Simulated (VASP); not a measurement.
VASP 6.6.1 run: MgO

INCAR

```
LREAL = .FALSE.
NBANDS = 11
IBRION = -1
SIGMA = 0.01
NELM = 69
METAGGA = R2SCAN
ENCUT = 520
EDIFF = 1E-7
ISIF = 2
PREC = Accurate
NSW = 0
LCHARG = .FALSE.
ISMEAR = 0
ALGO = Normal
LWAVE = .FALSE.
LASPH = .TRUE.
```

KPOINTS

```
KPOINTS created by Atomic Simulation Environment
0
Monkhorst-Pack
10 10 10
0 0 0
```

POSCAR

```
Mg O
 1.0000000000000000
     0.0000000000000000    2.1652324378999999    2.1652324378999999
     2.1652324378999999    0.0000000000000000    2.1652324378999999
     2.1652324378999999    2.1652324378999999    0.0000000000000000
 Mg  O
   1   1
Cartesian
  0.0000000000000000  0.0000000000000000  0.0000000000000000
  2.1652324378999999  2.1652324378999999  2.1652324378999999
```

The recommended PBE PAW datasets give the neutral cell 8 valence electrons.

Command

```
mpirun -np 1 vasp_std
```

Task: Predict the outcome of this run.

Result: It converged. Results: gap between bands v and c on the k mesh 4.99 eV; least direct gap on the k mesh 4.99 eV; pressure -13.4 GPa. Band v is the last that the valence electrons fill when counted band by band, and c is the next.

OSZICAR

```
N       E                     dE             d eps       ncg     rms          rms(c)
DAV:   1     0.787846123732E+01    0.78785E+01   -0.47122E+03  2780   0.665E+02
DAV:   2    -0.192240472665E+02   -0.27103E+02   -0.26477E+02  2818   0.137E+02
DAV:   3    -0.198342289897E+02   -0.61018E+00   -0.60952E+00  2902   0.180E+01
DAV:   4    -0.198360741533E+02   -0.18452E-02   -0.18451E-02  2684   0.110E+00
DAV:   5    -0.198360810953E+02   -0.69420E-05   -0.69420E-05  2840   0.681E-02    0.676E+00
DAV:   6    -0.159855628662E+02    0.38505E+01   -0.59310E+00  2579   0.127E+01    0.196E+00
DAV:   7    -0.160698390124E+02   -0.84276E-01   -0.18023E-01  2759   0.310E+00    0.145E+00
DAV:   8    -0.160832616514E+02   -0.13423E-01   -0.63454E-02  2522   0.251E+00    0.515E-01
DAV:   9    -0.160802262325E+02    0.30354E-02   -0.90454E-03  2678   0.625E-01    0.152E-01
DAV:  10    -0.160800524342E+02    0.17380E-03   -0.10234E-03  2651   0.229E-01    0.189E-02
DAV:  11    -0.160800577461E+02   -0.53119E-05   -0.13785E-05  2762   0.310E-02    0.655E-03
DAV:  12    -0.160800569181E+02    0.82804E-06   -0.41449E-07  2699   0.423E-03    0.394E-03
DAV:  13    -0.160800565556E+02    0.36251E-06   -0.93218E-07  2693   0.664E-03    0.127E-04
DAV:  14    -0.160800565753E+02   -0.19784E-07   -0.43152E-09  1321   0.643E-04
   1 F= -.16080057E+02 E0= -.16080057E+02  d E =-.110484E-50
```

The shifted mesh misses Γ, so a band edge there is missed.

For comparison, a separate r²SCAN run of the intended cell, on usual settings and not on those above, gives a gap of 4.80 eV on its mesh and a pressure of -13.4 GPa.
